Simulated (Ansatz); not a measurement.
# HgTe: band gap under strain

Aim: follow the gap of zincblende HgTe through these states: +0.5 % strain along [111] alone; -2.5 % strain along x alone; +4.0 % biaxial strain in the (111) plane, free along [111]. The table at the end shows which levels were run.

The runs shown are made with Ansatz 0.2.0. PAW datasets, plane waves. No spin polarisation and no zero-point or thermal motion.

## (1) Starting point

The unstrained cell was relaxed with r2SCAN; in each strained cell the atoms were relaxed again with r2SCAN. Names of k-points are those of the unstrained zone, where strain can split equivalent points. First state: +0.5 % strain along [111] alone.

It is trigonal, R3m (No. 160); a = 4.652 Å, c = 11.451 Å in the conventional setting, 35.76 Å³ an atom. Hg has 4 Te at 2.85–2.86 Å; Te has 4 Hg at 2.85–2.86 Å.

As a file:

```
CELL_PARAMETERS angstrom
0.01096 3.30012 3.30012
3.30012 0.01096 3.30012
3.30012 3.30012 0.01096
ATOMIC_POSITIONS crystal
Hg 0.00033 0.00033 0.00033
Te 0.24967 0.24967 0.24967
```

From earlier runs on the unstrained cell: PBE 0.00 eV, r2SCAN 0.00 eV, HSE06 0.00 eV; a = 6.578 Å.

## (2) +0.5 % strain along [111] alone: PBE

File input.yaml:

```yaml
crystal:
  lattice:
    - [0.0109638596, 3.3001217484, 3.3001217484]
    - [3.3001217484, 0.0109638596, 3.3001217484]
    - [3.3001217484, 3.3001217484, 0.0109638596]
  atoms:
    - { symbol: Hg, position: [0.0003321242, 0.0003321242, 0.0003321242] }
    - { symbol: Te, position: [0.2496678758, 0.2496678758, 0.2496678758] }
kpoints:
  mp_grid: { grid: [6, 6, 6] }
  band_path:
    path:
      - [0.0, 0.0, 0.0]
      - [-0.5, -0.5, 0.0]
      - [-0.375, -0.375, 0.25]
      - [-0.375, 0.0, 0.375]
      - [0.0, 0.0, 0.5]
      - [-0.5, -0.25, 0.25]
      - [-0.012695, -0.012695, -0.012695]
    npoints: 1
hamiltonian:
  xc: pbe
scf:
  occupations: { method: fermi_dirac, width: 0.02 }
  n_extra_bands: 4
output:
  forces: true
  stress: true
  eigenvalues: true
```

Launch:

```bash
ansatz run input.yaml --threads 4 --pin off --max-ram 4608MiB --backend cpu --events-out ev --progress --plain --runs-dir out
```

After this run come: +0.5 % strain along [111] alone: r2SCAN; +0.5 % strain along [111] alone: HSE06; -2.5 % strain along x alone: PBE; -2.5 % strain along x alone: r2SCAN; -2.5 % strain along x alone: HSE06; +4.0 % biaxial strain in the (111) plane, free along [111]: PBE; +4.0 % biaxial strain in the (111) plane, free along [111]: r2SCAN; +4.0 % biaxial strain in the (111) plane, free along [111]: HSE06.

**Question.** What will these runs give?

The runs gave:

Least gap in eV (negative: overlap), with the change from the unstrained cell in brackets:

| state | volume change (%) | PBE | r2SCAN | HSE06 |
| --- | --- | --- | --- | --- |
| +0.5 % strain along [111] alone | +0.5 | 0.00 (-0.00) | 0.00 (+0.00) | 0.00 (+0.00) |
| -2.5 % strain along x alone | -2.5 | 0.00 (+0.00) | 0.01 (+0.01) | 0.01 (+0.01) |
| +4.0 % biaxial strain in the (111) plane, free along [111] | +4.9 | 0.11 (+0.11) | 0.13 (+0.13) | 0.18 (+0.18) |

What this shows: With HSE06, of the states in the table +4.0 % biaxial strain in the (111) plane, free along [111] shifts the gap most, by +0.185 eV. PBE and HSE06 differ by 0.00 eV on the unstrained gap, and by at most 0.07 eV on its change. Spin-orbit coupling is left out of the table, though the cell holds Hg (Z = 80); in an element this heavy it can shift bands and gaps by tenths of an eV.
